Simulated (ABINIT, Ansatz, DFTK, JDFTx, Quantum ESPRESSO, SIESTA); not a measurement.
# One calculation of LiF, 6 ways

```
F Li
1.0
     0.00000    2.01400    2.01400
     2.01400    0.00000    2.01400
     2.01400    2.01400    0.00000
F Li
1 1
Direct
  0.50000 0.50000 0.50000
  0.00000 0.00000 0.00000
```

Alike in all runs: task single point; functional PBEsol; k mesh 11 × 11 × 11; occupations fermi-dirac, width 0.05 eV; no spin polarisation; no spin-orbit coupling. Pressure is positive in compression and, in plane waves, holds the error of the finite cutoff.

| program and potentials | plane-wave cutoff (eV) | notes | pressure (GPa) |
| --- | --- | --- | --- |
| ABINIT, PseudoDojo NC SR PBEsol v0.4.1 standard | 1143 | - | -1.40 |
| Ansatz, all-electron LAPW, scalar-relativistic | - | - | ? |
| JDFTx, PseudoDojo-SR-PBEsol-0.4.1-standard with smoothed tails | 1143 | - | -1.40 |
| SIESTA, files PseudoDojo sr-pbesol-0.4.1-standard, DZP (energy shift 0.003 Ry; two zetas on semicore shells) | - | atomic basis | -0.82 |
| DFTK, PseudoDojo SR PBEsol 0.4.1 standard (PBEsol) | 1143 | - | -1.40 |
| Quantum ESPRESSO, GBRV 1.5 PBEsol | 612 | - | -1.13 |

Problem. Estimate from the other rows what the run with Ansatz, all-electron LAPW, scalar-relativistic gave.

Solution. Pressure -1.19 GPa. The other rows, which needn't bracket it: pressure -1.40 to -0.82.
